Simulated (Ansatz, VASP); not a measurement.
# Two plane-wave programs on Ta

```
CELL_PARAMETERS angstrom
5.04942 0.00000 0.00000
-2.52471 4.37293 0.00000
0.00000 0.00000 2.82568
ATOMIC_POSITIONS crystal
Ta 0.00000 0.00000 0.00000
Ta 0.33333 0.66667 0.50000
Ta 0.66667 0.33333 0.50000
```

Alike in both runs: task single point; functional BLYP; k mesh 8 × 8 × 13; occupations fermi-dirac, width 0.1 eV; no spin polarisation.

|  | VASP | Ansatz |
| --- | --- | --- |
| version | VASP 6.6.1 | Ansatz 0.2.0 |
| potentials or method | VASP PAW PBE potentials, release 64 (Ta_pv) | plane waves (420 eV) with PAW, scalar-relativistic |
| plane-wave cutoff (eV) | 520 | 420 |
| valence electrons in the cell | 33 | 39 |

Ansatz gave:

- pressure (GPa): -11.4
- largest component of the traceless stress (GPa): 1.16

Problem. Which values does VASP return?

Solution. Pressure (GPa): -10.8; largest component of the traceless stress (GPa): 1.14.

The two sets of potentials don't hold the same shells in valence.

Caveats: the PAW data sets were made with another functional, which shifts forces and pressure a little (VASP). The runs have no spin-orbit coupling, so splittings on Ta are missing.
